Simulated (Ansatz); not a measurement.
# Au: a bulk modulus from differences

The cell was found from a structure generator's guess, not taken from experiment.

These are results of DFT PBE, scalar-relativistic, plane waves, PAW in Ansatz 0.2.0, not measurements. Settings of the last relaxation (3-atom cell): 420 eV, 12×12×12 k points, Gaussian smearing of 0.10 eV, no spin polarisation.

```cif
data_structure
_symmetry_space_group_name_H-M 'Pm-3m'
_symmetry_Int_Tables_number 221
_cell_length_a 3.9820
_cell_length_b 3.9820
_cell_length_c 3.9820
_cell_angle_alpha 90.000
_cell_angle_beta 90.000
_cell_angle_gamma 90.000
_cell_volume 63.14
loop_
_atom_site_label
_atom_site_type_symbol
_atom_site_symmetry_multiplicity
_atom_site_Wyckoff_symbol
_atom_site_fract_x
_atom_site_fract_y
_atom_site_fract_z
_atom_site_occupancy
Au1 Au 3 d 0.50000 0.00000 0.00000 1
```

The cell was set to several volumes, with shape and atoms relaxed at each where symmetry leaves them free. Pressure is positive in compression, and energies count from the lowest row. No row has a gap on its mesh.

```csv
row,V (Å³/atom),P (GPa),ΔE (meV/atom)
1,18.520,20.58,140.5
2,19.152,13.80,73.3
3,19.783,?,?
4,20.415,3.70,7.0
5,21.046,-0.01,0.0
6,21.677,-3.03,6.2
7,22.309,-5.48,23.2
8,23.151,-8.03,59.1
```

**Question.** Find B = −V·ΔP/ΔV from rows 4 and 6 and from rows 1 and 2, and from the two its slope B′ and its value B0 at zero pressure.

**Answer.** Rows 4 and 6 give −(20.415 + 21.677)/2 × (-3.03 − (3.70))/(21.677 − 20.415) = 112.2 GPa at a mean pressure of 0.34 GPa. Rows 1 and 2 give −(18.520 + 19.152)/2 × (13.80 − (20.58))/(19.152 − 18.520) = 202.1 GPa at a mean pressure of 17.19 GPa. So B′ = (202.1 − 112.2)/(17.19 − (0.34)) = 5.34 and B0 = 112.2 − 5.34 × (0.34) = 110.4 GPa. A third-order Birch–Murnaghan fit to all the energies gives B0 = 111.4 GPa and B′ = 5.8.

**Question.** Estimate the pressure and energy of row 3.

**Answer.** From row 5, V0 = 21.046 × (1 + (-0.01)/110.4) = 21.044 Å³/atom. Murnaghan's form P = (B0/B′)·[(V0/V)^B′ − 1] gives (110.4/5.34) × [(21.044/19.783)^5.34 − 1] = 8.08 GPa; the computed pressure is 8.24 GPa, so the estimate is off by -0.16 GPa. The work of compression from row 4, with the mean of the two pressures, gives ΔE = 7.0 + (8.08 + 3.70)/2 × (20.415 − 19.783)/160.2 × 1000 = 30.2 meV/atom (1 eV/Å³ = 160.2 GPa); the computed value is 30.2 meV/atom.

These runs have no spin–orbit coupling, which can matter for Au. All volumes keep the k mesh of the relaxed cell. A later test with randomly moved atoms came back to the same energy, though modes that don't fit the test's cell weren't probed.
